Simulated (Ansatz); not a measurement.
# Sb in Ansatz: the effect of target pressure

The system is Sb.

```xyz
4
Lattice="4.5277 0.0000 0.0000 0.0000 4.4211 0.0000 -1.3205 0.0000 6.3643" Properties=species:S:1:pos:R:3 pbc="T T T"
Sb    0.6363    1.1053    4.3511
Sb    3.2336    3.3158    4.8545
Sb   -0.0264    1.1053    1.5099
Sb    2.5709    3.3158    2.0132
```

This isn't the form of Sb at room conditions, which is rhombohedral.

Alike in all runs:

```yaml
Program: Ansatz 0.2.0
Task: relaxation of cell and atoms
Functional: PBEsol
Potentials_or_basis: Ansatz PAW
Cutoff: "420 eV (not typed: the program's choice for these potentials)"
k_mesh: 6 × 6 × 4
Occupations: fermi-dirac, width 0.05 eV
Spin: no spin polarisation
```

Each run relaxes the cell or the atoms first.

| target pressure | relaxed volume (Å³/atom) |
| --- | --- |
| 0 GPa | 28.80 |
| 2 GPa | 27.88 |
| 5 GPa | 26.48 |
| 10 GPa | 24.50 |
| 20 GPa | ? |
| 30 GPa | 20.30 |

What does the run with target pressure 20 GPa give?

Relaxed volume 22.12 Å³/atom.

Worked out: In Murnaghan's law V^(-B') rises as a straight line in P. The other rows fit best with B' = 2.9, V0 = 28.88 Å³/atom and B0 = 49 GPa, which gives 22.04 Å³/atom at 20 GPa, against the run's 22.12.

Caveats: the plane-wave basis is chosen anew once the cell has moved, so the energies of steps on either side of that aren't comparable; the PAW data sets come from PBE, with cores solved anew for the run's functional, which leaves a small shift of forces and pressure; the volume moved by over 15 % at a fixed basis, so the end points are rough (some runs).
